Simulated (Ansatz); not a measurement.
Level of theory: DFT PBE, scalar-relativistic, plane waves, PAW in Ansatz 0.2.0. All cells share a 420 eV cutoff and Γ-centred k meshes spaced at most about 0.3 Å⁻¹ (about 0.25 or finer for metals, 2π included). No spin polarisation.

These are static total energies at zero pressure.

Task: Order these relaxed structures of HfH5 by energy, lowest first, with the energy over the lowest of them.
1.

Space group P-6m2 (No. 187). a = 8.120 Å, b = 8.120 Å, c = 3.360 Å, α = 90.00°, β = 90.00°, γ = 120.00°
```tsv
atom	site	symmetry	x	y	z
Hf	1a	-6m2	0.0000	0.0000	0.0000
H	2i	3m.	0.6667	0.3333	0.6117
H	3j	mm2	0.8691	0.1309	0.0000
```

2.

Space group P4mm (No. 99). a = 3.072 Å, b = 3.072 Å, c = 5.530 Å, α = 90.00°, β = 90.00°, γ = 90.00°
```tsv
atom	site	symmetry	x	y	z
Hf	1b	4mm	0.5000	0.5000	0.9734
H	1a	4mm	0.0000	0.0000	0.8615
H	1b	4mm	0.5000	0.5000	0.4251
H	2c	2mm.	0.0000	0.5000	0.1863
H	1b	4mm	0.5000	0.5000	0.5740
```

3.

Space group P6/mmm (No. 191). a = 3.870 Å, b = 3.870 Å, c = 2.946 Å, α = 90.00°, β = 90.00°, γ = 120.00°
```
atom  site  symmetry       x       y       z
  Hf    1b     6/mmm  0.0000  0.0000  0.5000
   H    3f       mmm  0.5000  0.0000  0.0000
   H    2c      -6m2  0.3333  0.6667  0.0000
```

4.

Space group Cmmm (No. 65). a = 3.289 Å, b = 6.853 Å, c = 3.279 Å, α = 90.00°, β = 90.00°, γ = 90.00°
```
atom  site  symmetry       x       y       z
  Hf    2b       mmm  0.5000  0.0000  0.0000
   H    4i       m2m  0.5000  0.3140  0.0000
   H    4j       m2m  0.5000  0.1584  0.5000
   H    2d       mmm  0.0000  0.0000  0.5000
```

Result: 4 (0 meV/atom), 2 (31 meV/atom), 1 (517 meV/atom), 3 (665 meV/atom). Counting H atoms around Hf (those within 1.25 times the shortest such distance or 1.15 times the sum of covalent radii, 1.27 where that leaves under three; a plus sign parts nearer from farther groups): cell 4 has Hf 14; cell 2 has Hf 4+5; cell 1 has Hf 3; cell 3 has Hf 12+12. Cell 2 holds H–H pairs (shortest 0.82 Å); cell 1 holds H–H pairs as short as in free H₂ molecules (shortest 0.75 Å) (bonds between like non-metal atoms; other contacts aren't counted). Origin: cell 1, cell 2 and cell 3, invented; cell 4, invented, then shaken at random and relaxed again. Even the lowest of the cells shown lies +0.03 eV/atom against the elements.

Weakly bound directions are ill-defined at this level, which has no dispersion term (P-6m2), and this can change margins and order among such cells. Spin–orbit coupling, which can matter for Hf, is left out. With hydrogen, zero-point motion can shift such differences by 10 meV/atom or more. Cells relaxed within their symmetry can be saddle points. Some structure types and database cells were kept out of the candidates from the start, so a known form may be missing.
